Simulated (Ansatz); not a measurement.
# Si₇Ge: an elastic constant from a strain scan

Computed with Ansatz 0.2.0, DFT PBEsol, scalar-relativistic, plane waves, PAW. Cutoff 420 eV, Γ-centred 6×6×6 k-points, Gaussian smearing of 0.03 eV. No spin polarisation. Energies are free energies at this smearing, counted from the undisturbed cell; pressure is positive in compression.

Zero of the scan (relaxed at this level; it needn't be the usual structure):

```yaml
crystal:
  lattice:
    - [5.45918, 0.00000, 0.00000]
    - [0.00000, 5.45918, 0.00000]
    - [0.00000, 0.00000, 5.45918]
  atoms:
    - { symbol: Si, position: [0.25260, 0.25260, 0.25260] }
    - { symbol: Si, position: [0.00000, 0.50000, 0.50000] }
    - { symbol: Si, position: [0.50000, 0.50000, 0.00000] }
    - { symbol: Si, position: [0.50000, 0.00000, 0.50000] }
    - { symbol: Si, position: [0.74740, 0.25260, 0.74740] }
    - { symbol: Si, position: [0.74740, 0.74740, 0.25260] }
    - { symbol: Si, position: [0.25260, 0.74740, 0.74740] }
    - { symbol: Ge, position: [0.00000, 0.00000, 0.00000] }
```

The cell is strained by ε times the Voigt pattern (0, 1, 0, 0, 0, 0) (xx, yy, zz, yz, xz, xy; engineering shear) with fractional coordinates fixed. The cell holds 8 atoms in V0 = 162.70 Å³. The stress column is τ = (1/V0) dE/dε, got from the stress tensor σ (compression positive) at each point as −det(1 + εP) σ : P(1 + εP)⁻¹, with P the pattern as a tensor.

| ε | ΔE (meV/atom) | τ (GPa) |
| --- | --- | --- |
| -0.1000 | 98.576 | -15.557 |
| -0.0750 | 55.472 | -11.648 |
| -0.0500 | 24.575 | -7.798 |
| -0.0250 | 6.107 | -3.875 |
| 0.0000 | 0.000 | 0.001 |
| 0.0250 | 5.932 | 3.706 |
| 0.0500 | 23.312 | 7.214 |
| 0.0750 | 51.484 | 10.504 |
| 0.0875 | 69.395 | 12.062 |
| 0.1000 | ? | ? |

**Question.** Which combination of elastic constants does this scan measure, and how large is it?

**Answer.** For small ε, τ = τ0 + Kε with K = pᵀCp, which for this pattern is C11 in the cubic axes. The parabola through τ at ε = -0.0250, 0 and 0.0250 has slope K = 152 GPa at zero. The energies per cell, E = NΔE, of the same two points give K = 2[E(ε₊)/ε₊ − E(ε₋)/ε₋]/[(ε₊ − ε₋)V0] = 152 GPa, in agreement. These are clamped-ion values.

**Question.** Predict the withheld row at ε = 0.1000 from the harmonic law, and compare.

**Answer.** ΔE = V0(τ0 ε + Kε²/2)/N = 96.241 meV/atom and τ = 15.16 GPa. The calculation gives 89.729 meV/atom and 13.56 GPa: the energy lies 7 % below the harmonic value, as bonds soften when stretched.

Forces appear on the atoms along this scan, and letting them relax would lower the energy and soften the response. The gap closes along the scan, which can put kinks into the curve.